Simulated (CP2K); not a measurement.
Runs of CP2K 2026.2 on TiC. The structure is cubic, space group Fm-3m (No. 225). The conventional cell has a = 4.331 Å, b = 4.331 Å, c = 4.331 Å, α = 90.00°, β = 90.00°, γ = 90.00°. Ti (site symmetry m-3m) is surrounded by 6 C at 2.17 Å. C (site symmetry m-3m) has 6 Ti at 2.17 Å as nearest neighbours. The cell is a database's computed one.

```tsv
task	level	potentials or basis	smearing	EPS_DEFAULT	NGRIDS	points a segment of the path (NPOINTS)	bands added on the path	CUTOFF of the grids	gap on the mesh (eV)	pressure (GPa)
band structure	r2SCAN	POTENTIAL_UZH Ti GTH-SCAN-q12, C GTH-SCAN-q4; TZVP-MOLOPT-SCAN-GTH basis	fermi-dirac 0.01 eV	1.0E-9	5	10	2	675 Ry	none	0.4
single point	r2SCAN+D4	POTENTIAL_UZH Ti GTH-SCAN-q12, C GTH-SCAN-q4; TZVP-MOLOPT-SCAN-GTH basis	fermi-dirac 0.05 eV	1.0E-9	4	-	-	675 Ry	none	-1.3
band structure	LDA	GTH_POTENTIALS Ti GTH-PADE-q12, C GTH-PADE-q4; TZVP-MOLOPT-PBE-GTH basis	fermi-dirac 0.01 eV	1.0E-10	4	6	4	450 Ry	none	-12.4
band structure	PBE	POTENTIAL_UZH Ti GTH-PBE-q12, C GTH-PBE-q4; TZVP-MOLOPT-PBE-GTH basis	fermi-dirac 0.1 eV	1.0E-9	5	8	4	450 Ry	none	0.8
single point	r2SCAN	POTENTIAL_UZH Ti GTH-SCAN-q12, C GTH-SCAN-q4; TZVP-MOLOPT-SCAN-GTH basis	fermi-dirac 0.05 eV	1.0E-9	4	-	-	675 Ry	none	0.4
band structure	PBEsol	POTENTIAL_UZH Ti GTH-PBE-q12, C GTH-PBE-q4; TZVP-MOLOPT-PBE-GTH basis	fermi-dirac 0.01 eV	1.0E-9	5	6	4	450 Ry	none	(b)
single point	r2SCAN+rVV10	POTENTIAL_UZH Ti GTH-SCAN-q12, C GTH-SCAN-q4; TZVP-MOLOPT-SCAN-GTH basis	fermi-dirac 0.05 eV	1.0E-9	4	-	-	675 Ry	none	(a)
```

Alike in all rows: no spin polarisation; cell as given; k mesh 11 × 11 × 11.

Task: Fill in the values left out.

Result: (a) -0.8; (b) -5.5.

Caveats: the basis of atomic orbitals isn't converged, which shifts pressures, moduli and gaps; pairwise dispersion overbinds metals, which lowers pressure and volume (some runs); the potentials were made for another functional, which shifts forces and pressure (some runs).

A k mesh can miss the band edges.

A gap of «none» marks a metal or a gap under the smearing width.

Not every run made on this cell is shown here.
